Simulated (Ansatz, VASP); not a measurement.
## NaI in VASP and in Ansatz

```
Na I
1.0
     0.00000    3.41656    2.90408
     3.41656    0.00000    2.90408
     3.41656    3.41656    0.00000
Na I
1 1
Direct
  0.00000 0.00000 0.00000
  0.50000 0.50000 0.50000
```

Alike in both runs: task single point; functional PBE; k mesh 8 × 8 × 8; occupations gaussian, width 0.05 eV; no spin polarisation.

|  | VASP | Ansatz |
| --- | --- | --- |
| version | VASP 6.6.1 | Ansatz 0.2.0 |
| potentials or method | VASP PAW PBE potentials, release 64 (Na_pv, I) | scalar-relativistic, plane waves, PAW |
| plane-wave cutoff (eV) | 520 | 420 |
| valence electrons in the cell | 14 | 26 |

|  | VASP | Ansatz | Ansatz less VASP |
| --- | --- | --- | --- |
| gap on the k mesh at the Fermi level (eV) | 3.62 | 3.62 | +0.003 |
| least direct gap on the mesh (eV) | 3.62 | 3.62 | +0.003 |
| pressure (GPa) | 1.7 | 1.6 | -0.02 |
| largest component of the traceless stress (GPa) | 4.01 | 3.98 | -0.028 |

The two sets of potentials don't hold the same shells in valence.

Caveats: spin-orbit coupling is left out, which moves the levels of the heavy elements. PBE gaps usually lie below the measured ones, often by a third to a half.
